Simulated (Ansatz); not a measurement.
An element in the sc structure gives these cold pressures by all-electron LAPW under PBE (Ansatz 0.2.0, scalar-relativistic, no spin polarisation).

```json
{"V (Å³/atom)": "20.17", "P (GPa)": "-0.01"}
{"V (Å³/atom)": "17.75", "P (GPa)": "21.0"}
{"V (Å³/atom)": "15.73", "P (GPa)": "51.5"}
{"V (Å³/atom)": "13.71", "P (GPa)": "104.6"}
{"V (Å³/atom)": "11.70", "P (GPa)": "203.4"}
{"V (Å³/atom)": "10.08", "P (GPa)": "352.9"}
{"V (Å³/atom)": "8.67", "P (GPa)": "586.2"}
```

(1) Which element is it?

Results:

(1) Nb. Its zero-pressure volume in this structure is near 20.2 Å³/atom; the volume and the steepness of P(V) together point to it, though neighbours can come close. This is the case that was computed; others weren't tested.
